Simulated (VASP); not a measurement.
The system is C.

```
C
1.0
     0.00000    1.78337    1.78337
     1.78337    0.00000    1.78337
     1.78337    1.78337    0.00000
C
2
Direct
  0.75000 0.75000 0.75000
  0.50000 0.50000 0.50000
```

This isn't the form of C at room conditions, which is graphite.

| Property | Result |
| --- | --- |
| Program | VASP 6.6.1 |
| Task | relaxation of cell and atoms |
| Functional | PBEsol |
| Dispersion | D3(BJ) |
| Potentials or basis | VASP PAW PBE potentials, release 64 (C) |
| Cutoff | 600 eV |
| k mesh | 13 × 13 × 13 |
| Occupations | fermi-dirac, width 0.05 eV |
| Spin | no spin polarisation |

At the start: pressure -8.1 GPa; volume 5.67 Å³/atom.

Question: How do energy, volume and symmetry change on relaxing?

Answer: Over 3 steps the energy falls by 2.7 meV/atom and the volume is 5.57 Å³/atom (-1.8 %); space group Fd-3m (No. 227, to 0.05 Å).

Step by step:
| step | energy change (eV) | largest force (eV/Å) | pressure (GPa) | volume (Å³) |
| --- | --- | --- | --- | --- |
| 1 | 0.0000 | 0.0000 | -8.12 | 11.34 |
| 2 | 0.0035 | 0.0000 | 11.16 | 10.88 |
| 3 | -0.0053 | 0.0000 | -0.04 | 11.14 |

Final structure:
```cif
data_structure
_symmetry_space_group_name_H-M 'P 1'
_symmetry_Int_Tables_number 1
_cell_length_a 2.5067
_cell_length_b 2.5067
_cell_length_c 2.5067
_cell_angle_alpha 60.000
_cell_angle_beta 60.000
_cell_angle_gamma 60.000
_cell_volume 11.14
loop_
_atom_site_label
_atom_site_type_symbol
_atom_site_fract_x
_atom_site_fract_y
_atom_site_fract_z
_atom_site_occupancy
C1 C 0.75000 0.75000 0.75000 1
C2 C 0.50000 0.50000 0.50000 1
```

The cell as given is a measured one (5.67 Å³/atom); PBEsol+D3(BJ) puts the equilibrium volume -1.8 % from it, thermal expansion not counted.

Caveat: the PAW data sets were made with another functional, which shifts forces and pressure a little.
